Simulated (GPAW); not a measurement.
# Zn (P6_3/mmc) in GPAW: reference runs

Aim: a first look at Zn with PBE, on the cell as given and on a disturbed one.

All numbers are computed with GPAW 26.7.0; they aren't measurements. Logs are shortened: lines on timing, memory, paths and dates and some standing lists are left out, and cuts for length are marked. The log counts tension as positive stress, the text compression.

### 1 The crystal as given

Symmetry: P6_3/mmc, No. 194, hexagonal system. Conventional cell: a = 2.670 Å, b = 2.670 Å, c = 4.966 Å, α = 90.00°, β = 90.00°, γ = 120.00°. Zn (site symmetry -6m2) has 12 Zn at 2.67 to 2.92 Å as nearest neighbours.

### 2 Single point, PBE

Input file run.py:

```python
from ase import Atoms
from ase.dft.bandgap import bandgap
from ase.io import write
from ase.units import GPa
from gpaw import GPAW, PW

atoms = Atoms(['Zn', 'Zn'],
              cell=[[2.67, 0.0, 0.0],
                    [-1.335, 2.3122878281, 0.0],
                    [0.0, 0.0, 4.966]],
              scaled_positions=[[0.6666666667, 0.3333333333, 0.75],
                                [0.3333333333, 0.6666666667, 0.25]],
              pbc=True)

calc = GPAW(mode=PW(600),
            xc='PBE',
            kpts={'size': (11, 11, 6), 'gamma': True},
            occupations={'name': 'fermi-dirac', 'width': 0.05},
            nbands=21,
            convergence={'density': 1e-05, 'energy': 1e-05},
            maxiter=150,
            txt='gpaw.txt')
atoms.calc = calc
energy = atoms.get_potential_energy()
forces = atoms.get_forces()
stress = atoms.get_stress()
calc.write('gs.gpw')
write('result.traj', atoms)
print(f'Energy: {energy:.6f} eV')
print('Forces (eV/A):')
print(forces.round(4))
print('Stress (GPa):', (stress / GPa).round(3))
print('Fermi level:', round(calc.get_fermi_level(), 4), 'eV')
print(f'Gap: {bandgap(calc)[0]:.4f} eV, direct: {bandgap(calc, direct=True)[0]:.4f} eV')
```

Potentials or basis: GPAW PAW data sets (gpaw-data 1.2.1), pw.

On the command line:

```bash
> OMP_NUM_THREADS=1 python run.py
```

gpaw.txt:

```text
__  _  _
 | _ |_)|_||  |
 |__||  | ||/\| - 26.7.0

Input parameters:
  mode=PW(ecut=600.0),
  convergence={'density': 1e-05, 'energy': 1e-05},
  kpts=MonkhorstPack(size=(11, 11, 6), gamma=True),
  maxiter=150,
  nbands=21,
  occupations=Occupations(name='fermi-dirac', width=0.05),
  xc=XC(name='PBE')

Diagonalizing LCAO Hamiltonian
Converting LCAO to pw mode

          Zn

        Zn

Atoms  # Å, Bohr magnetons
|   | symbol |         x |        y |        z |    initial magnetic moments |
|---|--------|-----------|----------|----------|-----------------------------|
| 0 |     Zn |  1.335000 | 0.770763 | 3.724500 | ( 0.0000,  0.0000,  0.0000) |
| 1 |     Zn | -0.000000 | 1.541525 | 1.241500 | ( 0.0000,  0.0000,  0.0000) |

Unit cell  # Å
| periodic |         x |        y |        z |  lengths |     angles |
|----------|-----------|----------|----------|----------|------------|
|      yes |  2.670000 | 0.000000 | 0.000000 | 2.670000 |  90.000000 |
|      yes | -1.335000 | 2.312288 | 0.000000 | 2.670000 |  90.000000 |
|      yes |  0.000000 | 0.000000 | 4.966000 | 4.966000 | 120.000000 |

Number of symmetries: 12
Symmetry operations  # r_c * U_cc + t_c -> r_c
|    | kind |            matrix            |
|----|------|------------------------------|
|  0 |  σ   |  1, 1, 0,  0,-1, 0,  0, 0, 1 |
|  1 |  S6  |  1, 1, 0, -1, 0, 0,  0, 0,-1 |
|  2 |  E   |  1, 0, 0,  0, 1, 0,  0, 0, 1 |
|  3 |  C2  |  1, 0, 0, -1,-1, 0,  0, 0,-1 |
|  4 |  C2  |  0, 1, 0,  1, 0, 0,  0, 0,-1 |
|  5 |  C3  |  0, 1, 0, -1,-1, 0,  0, 0, 1 |
|  6 |  S6  |  0,-1, 0,  1, 1, 0,  0, 0,-1 |
|  7 |  σ   |  0,-1, 0, -1, 0, 0,  0, 0, 1 |
|  8 |  σ   | -1, 0, 0,  1, 1, 0,  0, 0, 1 |
|  9 |  i   | -1, 0, 0,  0,-1, 0,  0, 0,-1 |
| 10 |  C3  | -1,-1, 0,  1, 0, 0,  0, 0, 1 |
| 11 |  C2  | -1,-1, 0,  0, 1, 0,  0, 0,-1 |

BZ-sampling:
  Number of BZ points: 726
  Number of IBZ points: 84

  Monkhorst-Pack size: [11, 11, 6]
  Monkhorst-Pack shift: [0.0, 0.0, 0.08333333333333333]

K-points  # in reciprocal-cell coordinates
|     |                                coordinates |     weight |
|-----|--------------------------------------------|------------|
|   0 | (  0.00000000,   0.00000000,   0.00000000) | 0.00137741 |
|   1 | (  0.00000000,   0.00000000,   0.16666667) | 0.00275482 |
|   2 | (  0.00000000,   0.00000000,   0.33333333) | 0.00275482 |
|   3 | (  0.00000000,   0.00000000,   0.50000000) | 0.00137741 |
|   4 | (  0.09090909,   0.00000000,  -0.33333333) | 0.00826446 |
|   5 | (  0.09090909,   0.00000000,  -0.16666667) | 0.00826446 |
|   6 | (  0.09090909,   0.00000000,   0.00000000) | 0.00826446 |
|   7 | (  0.09090909,   0.00000000,   0.16666667) | 0.00826446 |
|   8 | (  0.09090909,   0.00000000,   0.33333333) | 0.00826446 |
|   9 | (  0.09090909,   0.00000000,   0.50000000) | 0.00826446 |
| ... |                                            |            |
|  83 | (  0.45454545,   0.45454545,   0.50000000) | 0.00826446 |

Plane wave coefficients: 1052
Cutoff: 600.0 eV

Spin-components: 1 (collinear spins)
Bands:           21
Projectors:      12
Spin-degeneracy: 2
Datatype:        complex128

Density:
  Valence electrons: 24.0
  Components: 1
  Grid points: [16 16 30]
  Charge: 0.0  # |e|

Potential:
  Grid points: [16 16 30]

species:
  Zn:
    name:    Zinc
    Z:       30.0
    valence: 12
    core:    18
    charge:  0.0  # [|e|]
    compensation charges:
      type: gauss
      rc: 0.37  # [Å]
      lmax: 2
    cutoffs:
      filter: 2.14  # [Å]
      core: 2.28  # [Å]
    projectors
    | kind |    occ | energy [eV] | rcut [Å] |
    |------|--------|-------------|----------|
    |   4s |  2.000 |      -5.977 |    1.286 |
    |   4p |  0.000 |      -1.117 |    1.270 |
    |   3d | 10.000 |     -10.142 |    1.180 |
    |    s |        |      21.234 |    1.286 |
    |    p |        |      26.095 |    1.270 |
    |    d |        |      17.070 |    1.180 |

    Using partial waves for Zn as LCAO basis

Reference energy: -97722.653306  # eV

eigensolver:
  PPCG
  Converge bands: occupied
  niter=2

density mixing:
  MSR1-Mixer
  Pratt-step length: 0.05
  Maximum mixing coefficient: 0.75
  Old densities: 10
  SVD Regularization: 0.005
  Good broyden scale: 1.0
  Trust region scale: 1.0
  Backstep threshold: 4.0
  History deletion threshold: 6.0
  Fourier metric: weight=20.0, sigma=0.015

occupation numbers:
  Fermi-Dirac:
    width: 0.0500  # eV

poisson solver:
  ecut: 4800.0  # eV

xc functional:
  name: PBE with 2 nearest neighbor stencil

convergence criteria:
- Maximum integral of absolute [dens]ity change: 1e-05 electrons / valence electron
- Maximum [total energy] change in last 3 cyles: 1e-05 eV / valence electron
- Maximum integral of absolute [eigenst]ate change: 4e-08 eV^2 / valence electron
maximum number of iterations: 150

SCF iterations
|iter     | |      energy | eigst |  dens |
|---------|-|-------------|-------|-------|
|iter:   1| |   -2.521824 | +0.21 |       |
|iter:   2| |   -2.473209 | -2.68 | -1.40 |
|iter:   3| |   -2.360339 | -1.74 | -1.45 |
|iter:   4| |   -2.365545 | -3.08 | -1.90 |
|iter:   5| |   -2.366735 | -3.12 | -2.26 |
|iter:   6| |   -2.366809 | -4.87 | -3.61 |
|iter:   7| |   -2.366826c| -5.64 | -3.77 |
|iter:   8| |   -2.366827c| -7.18 | -4.42 |
|iter:   9| |   -2.366827c| -8.05c| -4.84 |
|iter:  10| |   -2.366827c| -8.84c| -5.34c|

Converged in 10 steps
Energy contributions relative to reference atoms: (reference = -97722.653306)

Energy contributions:
  Kinetic:          -3.365679
  Coulomb:           6.403670
  Zero:             -0.052169
  External:          0.000000
  Xc:               -5.350284
  Entropy:          -0.004730
  Spinorbit:         0.000000
  ----------------------------
  Free energy:      -2.369191
  Extrapolated:     -2.366827

dipole moment: (-0.000000, -0.000000, -0.000000)  # |e|*Ang

Fermi level: 6.453
Eigenvalues  # (at kpt = [0.000, 0.000, 0.000])
| band index |      eig [eV] | occ [0-2] |
|------------|---------------|-----------|
|          0 |        -3.749 |     2.000 |
|        ... |               |           |
|          5 |        -0.992 |     2.000 |
|          6 |        -0.992 |     2.000 |
|          7 |        -0.672 |     2.000 |
|          8 |        -0.672 |     2.000 |
|          9 |        -0.470 |     2.000 |
|         10 |        -0.470 |     2.000 |
[... 8 lines left out ...]
|         19 |        25.584 |     0.000 |
|         20 |        26.779 |     0.000 |

No gap
No difference between direct/indirect transitions

Forces  # eV/Ang
|        x |        y |        z |
|----------|----------|----------|
|  0.00000 | -0.00000 |  0.00001 |  # Zn   0
| -0.00000 |  0.00000 | -0.00001 |  # Zn   1

Stress tensor  # eV/Ang^3
|         x |         y |         z |
|-----------|-----------|-----------|
|  0.003975 | -0.000000 |  0.000000 |
| -0.000000 |  0.003975 | -0.000000 |
|  0.000000 | -0.000000 |  0.009992 |

# Writing to gs.gpw (mode='')
```

Wall time 33 s (1 thread of Arm Neoverse V1, shared host); peak memory 0.17 GiB.

Results:

| Item | Value |
| --- | --- |
| Free energy | -2.3692 eV |
| Pressure | -1.0 GPa |
| Band gap on the k mesh | none (metal or under the smearing width) |

### 3 Single point, PBE (atoms moved at random, drawn with an rms of 0.05 Å)

Edit run.py of step 2 so:

```diff
@@ -10,4 +10,4 @@
                     [0.0, 0.0, 4.966]],
-              scaled_positions=[[0.6666666667, 0.3333333333, 0.75],
-                                [0.3333333333, 0.6666666667, 0.25]],
+              scaled_positions=[[0.665417, 0.319743, 0.748931],
+                                [0.32257, 0.680131, 0.251075]],
               pbc=True)
```

Potentials or basis: GPAW PAW data sets (gpaw-data 1.2.1), pw.

On the command line:

```bash
> OMP_NUM_THREADS=1 python run.py
```

gpaw.txt:

```text
__  _  _
 | _ |_)|_||  |
 |__||  | ||/\| - 26.7.0

Input parameters:
  mode=PW(ecut=600.0),
  convergence={'density': 1e-05, 'energy': 1e-05},
  kpts=MonkhorstPack(size=(11, 11, 6), gamma=True),
  maxiter=150,
  nbands=21,
  occupations=Occupations(name='fermi-dirac', width=0.05),
  xc=XC(name='PBE')

Diagonalizing LCAO Hamiltonian
Converting LCAO to pw mode

          Zn

        Zn

Atoms  # Å, Bohr magnetons
|   | symbol |         x |        y |        z |    initial magnetic moments |
|---|--------|-----------|----------|----------|-----------------------------|
| 0 |     Zn |  1.349806 | 0.739338 | 3.719191 | ( 0.0000,  0.0000,  0.0000) |
| 1 |     Zn | -0.046713 | 1.572659 | 1.246838 | ( 0.0000,  0.0000,  0.0000) |

Unit cell  # Å
| periodic |         x |        y |        z |  lengths |     angles |
|----------|-----------|----------|----------|----------|------------|
|      yes |  2.670000 | 0.000000 | 0.000000 | 2.670000 |  90.000000 |
|      yes | -1.335000 | 2.312288 | 0.000000 | 2.670000 |  90.000000 |
|      yes |  0.000000 | 0.000000 | 4.966000 | 4.966000 | 120.000000 |

Number of symmetries: 1
Symmetry operations  # r_c * U_cc + t_c -> r_c
|   | kind |            matrix            |
|---|------|------------------------------|
| 0 |  E   |  1, 0, 0,  0, 1, 0,  0, 0, 1 |

BZ-sampling:
  Number of BZ points: 726
  Number of IBZ points: 364

  Monkhorst-Pack size: [11, 11, 6]
  Monkhorst-Pack shift: [0.0, 0.0, 0.08333333333333333]

K-points  # in reciprocal-cell coordinates
|     |                                coordinates |     weight |
|-----|--------------------------------------------|------------|
|   0 | (  0.00000000,   0.00000000,   0.00000000) | 0.00137741 |
|   1 | (  0.00000000,   0.00000000,   0.16666667) | 0.00275482 |
|   2 | (  0.00000000,   0.00000000,   0.33333333) | 0.00275482 |
|   3 | (  0.00000000,   0.00000000,   0.50000000) | 0.00137741 |
|   4 | (  0.00000000,   0.09090909,  -0.33333333) | 0.00275482 |
|   5 | (  0.00000000,   0.09090909,  -0.16666667) | 0.00275482 |
|   6 | (  0.00000000,   0.09090909,   0.00000000) | 0.00275482 |
|   7 | (  0.00000000,   0.09090909,   0.16666667) | 0.00275482 |
|   8 | (  0.00000000,   0.09090909,   0.33333333) | 0.00275482 |
|   9 | (  0.00000000,   0.09090909,   0.50000000) | 0.00275482 |
| ... |                                            |            |
| 363 | (  0.45454545,   0.45454545,   0.50000000) | 0.00275482 |

Plane wave coefficients: 1052
Cutoff: 600.0 eV

Spin-components: 1 (collinear spins)
Bands:           21
Projectors:      12
Spin-degeneracy: 2
Datatype:        complex128

Density:
  Valence electrons: 24.0
  Components: 1
  Grid points: [16 16 30]
  Charge: 0.0  # |e|

Potential:
  Grid points: [16 16 30]

species:
  Zn:
    name:    Zinc
    Z:       30.0
    valence: 12
    core:    18
    charge:  0.0  # [|e|]
    compensation charges:
      type: gauss
      rc: 0.37  # [Å]
      lmax: 2
    cutoffs:
      filter: 2.14  # [Å]
      core: 2.28  # [Å]
    projectors
    | kind |    occ | energy [eV] | rcut [Å] |
    |------|--------|-------------|----------|
    |   4s |  2.000 |      -5.977 |    1.286 |
    |   4p |  0.000 |      -1.117 |    1.270 |
    |   3d | 10.000 |     -10.142 |    1.180 |
    |    s |        |      21.234 |    1.286 |
    |    p |        |      26.095 |    1.270 |
    |    d |        |      17.070 |    1.180 |

    Using partial waves for Zn as LCAO basis

Reference energy: -97722.653306  # eV

eigensolver:
  PPCG
  Converge bands: occupied
  niter=2

density mixing:
  MSR1-Mixer
  Pratt-step length: 0.05
  Maximum mixing coefficient: 0.75
  Old densities: 10
  SVD Regularization: 0.005
  Good broyden scale: 1.0
  Trust region scale: 1.0
  Backstep threshold: 4.0
  History deletion threshold: 6.0
  Fourier metric: weight=20.0, sigma=0.015

occupation numbers:
  Fermi-Dirac:
    width: 0.0500  # eV

poisson solver:
  ecut: 4800.0  # eV

xc functional:
  name: PBE with 2 nearest neighbor stencil

convergence criteria:
- Maximum integral of absolute [dens]ity change: 1e-05 electrons / valence electron
- Maximum [total energy] change in last 3 cyles: 1e-05 eV / valence electron
- Maximum integral of absolute [eigenst]ate change: 4e-08 eV^2 / valence electron
maximum number of iterations: 150

SCF iterations
|iter     | |      energy | eigst |  dens |
|---------|-|-------------|-------|-------|
|iter:   1| |   -2.519816 | +0.22 |       |
|iter:   2| |   -2.471211 | -2.68 | -1.40 |
|iter:   3| |   -2.358293 | -1.74 | -1.45 |
|iter:   4| |   -2.363489 | -3.08 | -1.90 |
|iter:   5| |   -2.364685 | -3.12 | -2.26 |
|iter:   6| |   -2.364760 | -4.87 | -3.61 |
|iter:   7| |   -2.364777c| -5.64 | -3.77 |
|iter:   8| |   -2.364777c| -7.17 | -4.41 |
|iter:   9| |   -2.364777c| -8.19c| -4.84 |
|iter:  10| |   -2.364777c| -8.58c| -5.21c|

Converged in 10 steps
Energy contributions relative to reference atoms: (reference = -97722.653306)

Energy contributions:
  Kinetic:          -3.346390
  Coulomb:           6.388050
  Zero:             -0.052135
  External:          0.000000
  Xc:               -5.351925
  Entropy:          -0.004753
  Spinorbit:         0.000000
  ----------------------------
  Free energy:      -2.367154
  Extrapolated:     -2.364777

dipole moment: (-0.111273, -0.001038, 0.000067)  # |e|*Ang

Fermi level: 6.453
Eigenvalues  # (at kpt = [0.000, 0.000, 0.000])
| band index |      eig [eV] | occ [0-2] |
|------------|---------------|-----------|
|          0 |        -3.749 |     2.000 |
|        ... |               |           |
|          5 |        -0.996 |     2.000 |
|          6 |        -0.986 |     2.000 |
|          7 |        -0.694 |     2.000 |
|          8 |        -0.649 |     2.000 |
|          9 |        -0.493 |     2.000 |
|         10 |        -0.449 |     2.000 |
[... 8 lines left out ...]
|         19 |        25.669 |     0.000 |
|         20 |        26.826 |     0.000 |

No gap
No difference between direct/indirect transitions

Forces  # eV/Ang
|        x |        y |        z |
|----------|----------|----------|
| -0.02766 |  0.03245 |  0.02342 |  # Zn   0
|  0.02766 | -0.03245 | -0.02342 |  # Zn   1

Stress tensor  # eV/Ang^3
|        x |         y |         z |
|----------|-----------|-----------|
| 0.003512 |  0.000323 |  0.000066 |
| 0.000323 |  0.004160 | -0.000078 |
| 0.000066 | -0.000078 |  0.009490 |

# Writing to gs.gpw (mode='')
```

stdout:

```text
Energy: -2.364777 eV
Forces (eV/A):
[[-0.0277  0.0325  0.0234]
 [ 0.0277 -0.0325 -0.0234]]
Stress (GPa): [ 0.563  0.666  1.521 -0.012  0.011  0.052]
Fermi level: 6.4531 eV
Gap: 0.0000 eV, direct: 0.0000 eV
```

Wall time 2.2 min (1 thread of Arm Neoverse V1, shared host); peak memory 0.32 GiB.

Results:

* Free energy: -2.3672 eV
* Pressure: -0.9 GPa
* Largest force: 0.049 eV/Å
* Band gap on the k mesh: none (metal or under the smearing width)

Forces in eV/Å, atoms in the order of the input:
```
Zn  -0.028  0.032  0.023
Zn   0.028 -0.032 -0.023
```
